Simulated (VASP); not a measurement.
# Se (Pm-3n) in VASP: a series of runs

Runs on Se. Level: PBEsol. Tasks: relaxation of cell and atoms, single point.

All numbers are computed with VASP 6.6.1; they aren't measurements. Logs are shortened: lines on timing, memory, paths and dates and some standing lists are left out, and cuts for length are marked.

**1. Starting point**

It takes space group Pm-3n (No. 223, cubic). Conventional cell: a = 5.980 Å, b = 5.980 Å, c = 5.980 Å, α = 90.00°, β = 90.00°, γ = 90.00°. Se (site symmetry m-3) is surrounded by 12 Se at 3.34 Å. Around Se (site symmetry -4m2) lie 6 Se at 2.99 to 3.34 Å.

The cell was built by a generator and needn't be a form met in nature.

**2. Relaxation of cell and atoms, PBEsol**

INCAR reads:

```
ALGO = Normal
EDIFF = 1E-7
EDIFFG = -0.04
ENCUT = 600
GGA = PS
IBRION = 2
ISIF = 3
ISMEAR = 0
LASPH = True
LCHARG = False
LREAL = False
LWAVE = False
NELM = 100
NSW = 90
PREC = Accurate
SIGMA = 0.1
```

KPOINTS reads:

```
k-points
0
Gamma
  4 4 4
```

POSCAR reads:

```
Se
1.0
    5.9801658726      0.0000000000      0.0000000000
    0.0000000000      5.9801658726      0.0000000000
    0.0000000000      0.0000000000      5.9801658726
Se
8
Direct
    0.5000000000      0.5000000000      0.5000000000
    0.0000000000      0.0000000000      0.0000000000
    0.2500000000      0.0000000000      0.5000000000
    0.5000000000      0.2500000000      0.0000000000
    0.5000000000      0.7500000000      0.0000000000
    0.7500000000      0.0000000000      0.5000000000
    0.0000000000      0.5000000000      0.7500000000
    0.0000000000      0.5000000000      0.2500000000
```

Potentials or basis: VASP PAW PBE potentials, release 64 (Se).

On the command line:

```
> cat potpaw_PBE.64/Se/POTCAR > POTCAR
> mpirun -np 1 vasp_std > vasp.out
```

OUTCAR:

```text
EDIFF = 1E-7
   EDIFFG = -0.04
   ENCUT = 600
   GGA = PS
   IBRION = 2
   ISIF = 3
   ISMEAR = 0
   LASPH = True
   LREAL = False
   NELM = 100
   NSW = 90
   PREC = Accurate

 ion  position               nearest neighbor table
   1  0.500  0.500  0.500-
   2  0.000  0.000  0.000-
   3  0.250  0.000  0.500-
   4  0.500  0.250  0.000-
   5  0.500  0.750  0.000-
   6  0.750  0.000  0.500-
   7  0.000  0.500  0.750-
   8  0.000  0.500  0.250-

  LATTYP: Found a simple cubic cell.
 ALAT       =     5.9801658726

  Lattice vectors:

 A1 = (   5.9801658726,   0.0000000000,   0.0000000000)
 A2 = (   0.0000000000,   5.9801658726,   0.0000000000)
 A3 = (   0.0000000000,   0.0000000000,   5.9801658726)

Analysis of symmetry for initial positions (statically):
=====================================================================
 Subroutine PRICEL returns:
 Original cell was already a primitive cell.

 Routine SETGRP: Setting up the symmetry group for a
 simple cubic supercell.

 Subroutine GETGRP returns: Found 48 space group operations
 (whereof 24 operations were pure point group operations)
 out of a pool of 48 trial point group operations.

The static configuration has the point symmetry T_h .
 The point group associated with its full space group is O_h .

Analysis of symmetry for dynamics (positions and initial velocities):
=====================================================================
 Subroutine PRICEL returns:
 Original cell was already a primitive cell.

 Routine SETGRP: Setting up the symmetry group for a
 simple cubic supercell.

 Subroutine GETGRP returns: Found 48 space group operations
 (whereof 24 operations were pure point group operations)
 out of a pool of 48 trial point group operations.

The dynamic configuration has the point symmetry T_h .
 The point group associated with its full space group is O_h .

 Subroutine INISYM returns: Found 48 space group operations
 (whereof 24 operations are pure point group operations),
 and found     1 'primitive' translations

----------------------------------------------------------------------------------------

                                     Primitive cell

  volume of cell :     213.8650

  direct lattice vectors                    reciprocal lattice vectors
     5.980165873  0.000000000  0.000000000     0.167219442  0.000000000  0.000000000
     0.000000000  5.980165873  0.000000000     0.000000000  0.167219442  0.000000000
     0.000000000  0.000000000  5.980165873     0.000000000  0.000000000  0.167219442

  length of vectors
     5.980165873  5.980165873  5.980165873     0.167219442  0.167219442  0.167219442

  position of ions in fractional coordinates (direct lattice)
     0.500000000  0.500000000  0.500000000
     0.000000000  0.000000000  0.000000000
     0.250000000  0.000000000  0.500000000
     0.500000000  0.250000000  0.000000000
     0.500000000  0.750000000  0.000000000
     0.750000000  0.000000000  0.500000000
     0.000000000  0.500000000  0.750000000
     0.000000000  0.500000000  0.250000000

  ion indices of the primitive-cell ions
   primitive index   ion index
                 1           1
                 2           2
                 3           3
                 4           4
                 5           5
                 6           6
                 7           7
                 8           8

[... 82 lines left out ...]
   LHFCALC =     F    Hartree Fock is set to
   AEXX    =    0.0000 exact exchange contribution
   IVDW    =     0    specifies the selected vdW correction
   LEPSILON=     F    determine dielectric tensor
   LRPA    =     F    only Hartree local field effects (RPA)
 conjugate gradient relaxation of ions
 non-spin polarized calculation
 Gauss-broadening in eV      SIGMA  =   0.10
  energy-cutoff  :      600.00
  volume of cell :      213.86
 maximum number of plane-waves:      7184
 NGX is ok and might be reduce to    48

--------------------------------------- Ionic step        1  -------------------------------------------

 number of electron      47.9999991 magnetization

 Free energy of the ion-electron system (eV)
  ---------------------------------------------------
  ext. energy  EPLUGINS =         0.00000000
  ---------------------------------------------------
  free energy    TOTEN  =       -22.89743392 eV

  energy without entropy =      -22.81096616  energy(sigma->0) =      -22.85420004

 E-fermi :   2.3323     XC(G=0):  -9.5092

 val. band max:        2.3047486954   @ k =   0.2500   0.2500   0.2500
 cond. band min:       2.3608598503   @ k =   0.2500   0.2500   0.2500
 fundamental gap:      0.0561111550
 Fermi energy:         2.3322705786

 k-point     1 :       0.0000    0.0000    0.0000
  band No.  band energies     occupation
      1     -11.7508      2.00000
      2     -10.1716      2.00000
      3     -10.1716      2.00000
      4     -10.1214      2.00000
      5      -9.2483      2.00000
      6      -8.9980      2.00000
[... 309 lines left out ...]
     28       2.1572      1.98671
     29       2.1572      1.98671

------------------------ aborting loop because EDIFF is reached ----------------------------------------

  FORCE on cell =-STRESS in cart. coord.  units (eV):
  Direction    XX          YY          ZZ          XY          YZ          ZX
  --------------------------------------------------------------------------------------
  -------------------------------------------------------------------------------------
  Total      -15.8208946    -15.8208946    -15.8208946     -0.0000000     -0.0000000     -0.0000000
  in kB     -118.5228072   -118.5228072   -118.5228072     -0.0000000     -0.0000000     -0.0000000
  external PRESSURE =    -118.5228072 kB  Pullay stress =       0.0000000 kB

 VOLUME and BASIS-vectors are now :
 -----------------------------------------------------------------------------
  energy-cutoff  :      600.00
  volume of cell :      213.86
      direct lattice vectors                 reciprocal lattice vectors
     5.980165873  0.000000000  0.000000000     0.167219442  0.000000000  0.000000000
     0.000000000  5.980165873  0.000000000     0.000000000  0.167219442  0.000000000
     0.000000000  0.000000000  5.980165873     0.000000000  0.000000000  0.167219442

 POSITION                                       TOTAL-FORCE (eV/Angst)
 -----------------------------------------------------------------------------------
      2.99008      2.99008      2.99008         0.000000     -0.000000      0.000000
      0.00000      0.00000      0.00000         0.000000     -0.000000      0.000000
      1.49504      0.00000      2.99008         0.000000     -0.000000     -0.000000
      2.99008      1.49504      0.00000         0.000000     -0.000000      0.000000
      2.99008      4.48512      0.00000         0.000000     -0.000000     -0.000000
      4.48512      0.00000      2.99008        -0.000000      0.000000     -0.000000
      0.00000      2.99008      4.48512        -0.000000     -0.000000      0.000000
      0.00000      2.99008      1.49504         0.000000      0.000000      0.000000
 -----------------------------------------------------------------------------------
    total drift:                                0.000000     -0.000000      0.000000

  FREE ENERGIE OF THE ION-ELECTRON SYSTEM (eV)
  ---------------------------------------------------
  free  energy   TOTEN  =       -22.8974339151 eV

  energy  without entropy=      -22.8109661630  energy(sigma->0) =      -22.85420004

--------------------------------------- Ionic step        2  -------------------------------------------

 number of electron      47.9999989 magnetization

 Free energy of the ion-electron system (eV)
  ---------------------------------------------------
  ext. energy  EPLUGINS =         0.00000000
  ---------------------------------------------------
  free energy    TOTEN  =       -25.67369220 eV

  energy without entropy =      -25.60984425  energy(sigma->0) =      -25.64176822

 E-fermi :   5.6068     XC(G=0): -10.8417

 val. band max:        5.5787496926   @ k =   0.5000   0.2500   0.2500
 cond. band min:       5.6550367397   @ k =   0.2500   0.2500   0.0000
 fundamental gap:      0.0762870470
 Fermi energy:         5.6067524449

 k-point     1 :       0.0000    0.0000    0.0000
  band No.  band energies     occupation
      1     -10.7470      2.00000
      2      -7.9402      2.00000
      3      -7.9402      2.00000
      4      -7.8246      2.00000
      5      -6.0413      2.00000
      6      -6.0167      2.00000
[... 309 lines left out ...]
     28       5.2053      2.00000
     29       5.2053      2.00000

------------------------ aborting loop because EDIFF is reached ----------------------------------------

  FORCE on cell =-STRESS in cart. coord.  units (eV):
  Direction    XX          YY          ZZ          XY          YZ          ZX
  --------------------------------------------------------------------------------------
  -------------------------------------------------------------------------------------
  Total       -0.1642398     -0.1642398     -0.1642398      0.0000000     -0.0000000     -0.0000000
  in kB       -1.6622150     -1.6622150     -1.6622150      0.0000000     -0.0000000     -0.0000000
  external PRESSURE =      -1.6622150 kB  Pullay stress =       0.0000000 kB

 VOLUME and BASIS-vectors are now :
 -----------------------------------------------------------------------------
  energy-cutoff  :      600.00
  volume of cell :      158.31
      direct lattice vectors                 reciprocal lattice vectors
     5.409626693 -0.000000000 -0.000000000     0.184855639  0.000000000  0.000000000
    -0.000000000  5.409626693 -0.000000000     0.000000000  0.184855639  0.000000000
    -0.000000000 -0.000000000  5.409626693     0.000000000  0.000000000  0.184855639

 POSITION                                       TOTAL-FORCE (eV/Angst)
 -----------------------------------------------------------------------------------
      2.70481      2.70481      2.70481         0.000000     -0.000000      0.000000
     -0.00000      5.40963     -0.00000         0.000000     -0.000000      0.000000
      1.35241      5.40963      2.70481         0.000000      0.000000      0.000000
      2.70481      1.35241     -0.00000         0.000000     -0.000000     -0.000000
      2.70481      4.05722      5.40963        -0.000000     -0.000000     -0.000000
      4.05722     -0.00000      2.70481        -0.000000     -0.000000     -0.000000
      5.40963      2.70481      4.05722         0.000000      0.000000      0.000000
     -0.00000      2.70481      1.35241        -0.000000     -0.000000     -0.000000
 -----------------------------------------------------------------------------------
    total drift:                                0.000000     -0.000000      0.000000

  FREE ENERGIE OF THE ION-ELECTRON SYSTEM (eV)
  ---------------------------------------------------
  free  energy   TOTEN  =       -25.6736921959 eV

  energy  without entropy=      -25.6098442486  energy(sigma->0) =      -25.64176822

 reached required accuracy - stopping structural energy minimisation
```

It took 2.5 min on 1 thread of Intel Xeon Platinum 8488C (Sapphire Rapids), shared host; peak memory 0.34 GiB.

Results:

```
Free energy                            : -25.6737 eV
Relaxed volume                         : 19.79 Å³/atom
Relaxed cell                           : a = 5.410 Å, b = 5.410 Å, c = 5.410 Å, α = 90.00°, β = 90.00°, γ = 90.00°
Space group after relaxing (to 0.05 Å) : Pm-3n (No. 223)
Energy gained by relaxing              : 347.0 meV/atom
Ionic steps                            : 2
Pressure after relaxing                : -0.2 GPa
```

The path:
| step | energy change (eV) | largest force (eV/Å) | pressure (GPa) | volume (Å³) |
| --- | --- | --- | --- | --- |
| 1 | 0.0000 | 0.0000 | -11.85 | 213.86 |
| 2 | -2.7763 | 0.0000 | -0.17 | 158.31 |

Final structure:
```cif
data_structure
_symmetry_space_group_name_H-M 'P 1'
_symmetry_Int_Tables_number 1
_cell_length_a 5.4096
_cell_length_b 5.4096
_cell_length_c 5.4096
_cell_angle_alpha 90.000
_cell_angle_beta 90.000
_cell_angle_gamma 90.000
_cell_volume 158.31
loop_
_atom_site_label
_atom_site_type_symbol
_atom_site_fract_x
_atom_site_fract_y
_atom_site_fract_z
_atom_site_occupancy
Se1 Se 0.50000 0.50000 0.50000 1
Se2 Se 0.00000 0.00000 0.00000 1
Se3 Se 0.25000 0.00000 0.50000 1
Se4 Se 0.50000 0.25000 0.00000 1
Se5 Se 0.50000 0.75000 0.00000 1
Se6 Se 0.75000 0.00000 0.50000 1
Se7 Se 0.00000 0.50000 0.75000 1
Se8 Se 0.00000 0.50000 0.25000 1
```

Caveat: the volume moved by over 15 % at a fixed basis, so the end points are rough; the bands computed are all filled at some k points, so no gap is given; the PAW data sets were made with another functional, which shifts forces and pressure a little.

**3. Single point, PBEsol**

This run uses another cell than the first one: it holds 4 atoms, not 8.

INCAR reads:

```
SYSTEM = Se
PREC = Accurate ; ENCUT = 520
EDIFF = 1E-7 ; ISMEAR = 0
SIGMA = 0.1 ; LREAL = .FALSE.
LASPH = .TRUE. ; NELM = 100
ALGO = Normal ; ISIF = 2
LWAVE = .FALSE. ; LCHARG = .TRUE.
GGA = PS ; LELF = .TRUE.
LVHAR = .TRUE. ; NBANDS = 20
```

KPOINTS reads:

```
regular mesh
0
G
  6 6 2
  0 0 0
```

POSCAR reads:

```
Se
1.0
    3.6397805508      0.0000000000      0.0000000000
   -1.8198902754      3.1521424212      0.0000000000
    0.0000000000      0.0000000000      9.9132234514
Se
4
Direct
    0.0000000000      0.0000000000      0.2500000000
    0.0000000000      0.0000000000      0.7500000000
    0.3333333333      0.6666666667      0.7500000000
    0.6666666667      0.3333333333      0.2500000000
```

Potentials or basis: VASP PAW PBE potentials, release 64 (Se).

On the command line:

```
> cat potpaw_PBE.64/Se/POTCAR > POTCAR
> mpirun -np 1 vasp_std > vasp.out
```

OUTCAR:

```text
SYSTEM = Se
   PREC = Accurate
   ENCUT = 520
   EDIFF = 1E-7
   ISMEAR = 0
   LREAL = .FALSE.
   LASPH = .TRUE.
   NELM = 100
   ISIF = 2
   GGA = PS

 ion  position               nearest neighbor table
   1  0.000  0.000  0.250-   4 2.10   4 2.10   4 2.10
   2  0.000  0.000  0.750-   3 2.10   3 2.10   3 2.10
   3  0.333  0.667  0.750-   2 2.10   2 2.10   2 2.10
   4  0.667  0.333  0.250-   1 2.10   1 2.10   1 2.10

  LATTYP: Found a hexagonal cell.
 ALAT       =     3.6397805508
 C/A-ratio  =     2.7235772358

  Lattice vectors:
[... 508 lines left out ...]
  Direction    XX          YY          ZZ          XY          YZ          ZX
  --------------------------------------------------------------------------------------
  -------------------------------------------------------------------------------------
  Total       50.0300713     50.0300713     -0.1868448      0.0000000      0.0000000      0.0000000
  in kB      704.7673513    704.7673513     -2.6320598      0.0000000      0.0000000      0.0000000
  external PRESSURE =     468.9675476 kB  Pullay stress =       0.0000000 kB

 VOLUME and BASIS-vectors are now :
 -----------------------------------------------------------------------------
  energy-cutoff  :      520.00
  volume of cell :      113.74
      direct lattice vectors                 reciprocal lattice vectors
     3.639780551  0.000000000  0.000000000     0.274741838  0.158622274  0.000000000
    -1.819890275  3.152142421  0.000000000     0.000000000  0.317244549  0.000000000
     0.000000000  0.000000000  9.913223451     0.000000000  0.000000000  0.100875362

 POSITION                                       TOTAL-FORCE (eV/Angst)
 -----------------------------------------------------------------------------------
      0.00000      0.00000      2.47831         0.000000     -0.000000     -0.000000
      0.00000      0.00000      7.43492         0.000000     -0.000000     -0.000000
     -0.00000      2.10143      7.43492         0.000000     -0.000000      0.000000
      1.81989      1.05071      2.47831        -0.000000      0.000000      0.000000
 -----------------------------------------------------------------------------------
    total drift:                                0.000000     -0.000000     -0.000000

  FREE ENERGIE OF THE ION-ELECTRON SYSTEM (eV)
  ---------------------------------------------------
  free  energy   TOTEN  =        -5.4645731401 eV

  energy  without entropy=       -5.4360034386  energy(sigma->0) =       -5.45028829
```

Wall time 27 s (1 thread of AMD EPYC 9R14 (Zen 4), shared host); peak memory 0.2 GiB.

What came out:

| Item | Value |
| --- | --- |
| Free energy | -5.4646 eV |
| Pressure | 46.9 GPa |
| Band gap on the k mesh | none (metal or under the smearing width) |

Levels at points of the mesh, in eV from the Fermi level:
```csv
k point,band 10,band 11,band 12,band 13,band 14,band 15
"(0.00, 0.00, 0.00)",-6.68,-0.36,-0.36,-0.35,-0.35,1.54
"(0.50, 0.00, 0.00)",-3.73,-2.41,-2.32,4.74,5.06,6.16
"(0.00, 0.00, 0.50)",-6.69,-0.35,-0.35,-0.35,-0.35,2.63
"(0.50, 0.00, 0.50)",-3.74,-2.38,-2.38,5.21,5.21,5.96
```

Caveat: a pressure of tens of GPa on the cell as given is suspect, and the run, the potentials or the cell itself is likely at fault; the PAW data sets were made with another functional, which shifts forces and pressure a little; this functional lacks dispersion, which binds the layers, so the pressure and a relaxed spacing across them are unreliable.
